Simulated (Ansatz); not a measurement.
Al under changes of volume

One of the cells (16.669 Å³/atom); the others are scaled copies at fixed shape and fractional positions:

```
Al
1.0
     2.81246    0.00000    0.00000
    -1.40623    2.43566    0.00000
     0.00000    0.00000    4.86685
Al
2
Direct
  0.33333 0.66667 0.25000
  0.66667 0.33333 0.75000
```

This isn't the form of Al at room conditions, which is fcc.

* Program: Ansatz 0.2.0
* Functional: PBEsol
* Potentials or basis: all-electron LAPW, scalar-relativistic
* Cutoff: 154 eV (chosen from the basis error)
* Basis error allowed: 0.0005 eV/atom
* k mesh: 11 × 11 × 6
* Occupations: fermi-dirac, width 0.05 eV
* Spin: no spin polarisation

| volume (Å³/atom) | energy over the lowest point (meV/atom) | pressure (GPa) |
| --- | --- | --- |
| 15.669 | ? | ? |
| 16.003 | 2.22 | 2.0 |
| 16.336 | 0.00 | 0.2 |
| 16.669 | 1.22 | -1.3 |
| 17.003 | 5.53 | -2.7 |
| 17.336 | 12.60 | -4.0 |
| 17.670 | 22.15 | -5.1 |

**Question.** What does the run at 15.669 Å³/atom give?

**Answer.** Energy over the lowest point 8.28 meV/atom; pressure 3.9 GPa.

Worked out: A Birch-Murnaghan fit of order 3 (a polynomial in V^(-2/3)) to the other rows has its minimum at 16.38 Å³/atom with B0 = V·E''(V) = 80 GPa and B' = 4.5 at fixed shape and positions, which overstates the stiffness. It gives 8.32 meV/atom at 15.669 Å³/atom, against the run's 8.28, and -dE/dV = 3.9 GPa, against 3.9.

Energies are extrapolated to zero smearing.
